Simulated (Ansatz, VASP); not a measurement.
# Si2Ni in VASP and in Ansatz

INCAR

```
SYSTEM = Si2Ni
PREC     = Accurate       ! precision mode
ENCUT    = 520            ! plane-wave cutoff, eV
EDIFF    = 1E-7           ! SCF threshold, eV
ISMEAR   = -1             ! smearing method
SIGMA    = 0.05           ! smearing width, eV
LREAL    = .FALSE.        ! projectors in reciprocal space
LASPH    = .TRUE.         ! aspherical terms in the spheres
NELM     = 120            ! most SCF steps
ALGO     = Normal         ! electronic algorithm
ISIF     = 2              ! what is computed and relaxed
LWAVE    = .FALSE.        ! write WAVECAR
LCHARG   = .FALSE.        ! write CHGCAR
ISPIN    = 2              ! spin polarisation
MAGMOM   = 1 0 0          ! initial moments
LORBIT   = 11             ! projections on sites
LMAXMIX  = 4              ! l up to which the mixer works
GGA      = PS             ! functional
NBANDS   = 20             ! bands
```

The input KPOINTS:

```
Automatic mesh
0
G
  9 9 9
  0 0 0
```

The input POSCAR:

```
Si2Ni
1.0
    0.0000000000      2.6478212519      2.6478212519
    2.6478212519      0.0000000000      2.6478212519
    2.6478212519      2.6478212519      0.0000000000
Ni Si
1 2
Direct
    0.0000000000      0.0000000000      0.0000000000
    0.7500000000      0.7500000000      0.7500000000
    0.2500000000      0.2500000000      0.2500000000
```

Contents of input.yaml:

```yaml
crystal:
  lattice:
    - [0.0, 2.6478212519, 2.6478212519]
    - [2.6478212519, 0.0, 2.6478212519]
    - [2.6478212519, 2.6478212519, 0.0]
  atoms:
    - { symbol: Ni, position: [0.0, 0.0, 0.0], spin: 1.0 }
    - { symbol: Si, position: [0.75, 0.75, 0.75] }
    - { symbol: Si, position: [0.25, 0.25, 0.25] }
hamiltonian:
  xc: pbesol
  pseudopotentials: { kind: paw }
magnetization:
  spin_polarized: true
kpoints:
  mp_grid: { grid: [9, 9, 9] }
scf:
  occupations: { method: fermi_dirac, width: 0.05 }
output:
  forces: true
  stress: true
  eigenvalues: true
```

Change from the starting cell: volume scaled by 0.94.

Alike in both runs: task single point; functional PBEsol; k mesh 9 × 9 × 9; occupations fermi-dirac, width 0.05 eV; collinear spin, ferromagnetic start.

|  | VASP | Ansatz |
| --- | --- | --- |
| version | VASP 6.6.1 | Ansatz 0.2.0 |
| potentials or method | VASP PAW PBE potentials, release 64 (Ni, Si) | Ansatz PAW |
| plane-wave cutoff (eV) | 520 | 420 |
| valence electrons in the cell | 18 | 26 |

Ansatz gave:

* gap on the k mesh at the Fermi level (eV): none
* pressure (GPa): 9.7
* net moment per atom (μB): 0.00

**Question.** Which values does VASP return?

**Answer.** gap on the k mesh at the Fermi level (eV): none; pressure (GPa): 9.8; net moment per atom (μB): 0.00.

A gap of «none» marks a metal or a gap that the smearing closes. The two sets of potentials don't hold the same shells in valence.

Caveats: the PAW data sets were made with another functional, which shifts forces and pressure a little (VASP); the PAW data sets come from PBE, with cores solved anew for the run's functional, which leaves a small shift of forces and pressure (Ansatz); the starting moments weren't kept (Ansatz).
